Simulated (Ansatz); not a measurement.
Cd:

```
Cd
1.0
     2.97887    0.00000    0.00000
    -1.48944    2.57978    0.00000
     0.00000    0.00000    5.61765
Cd
2
Direct
  0.66667 0.33333 0.75000
  0.33333 0.66667 0.25000
```

Base run:

- Program: Ansatz 0.2.0
- Functional: PBEsol
- Potentials or basis: all-electron LAPW, scalar-relativistic
- Cutoff: 224 eV (chosen from the basis error)
- Basis error allowed: 0.001 eV/atom
- k mesh: 10 × 10 × 5
- Occupations: fermi-dirac, width 0.05 eV
- Spin: no spin polarisation

Its results: pressure -1.6 GPa.

Question: The run is repeated on the same cell with these changes: functional from PBEsol to LDA. What comes out?

Answer: Pressure -4.4 GPa.

LDA binds more tightly than PBEsol, so the same cell stands under less pressure.
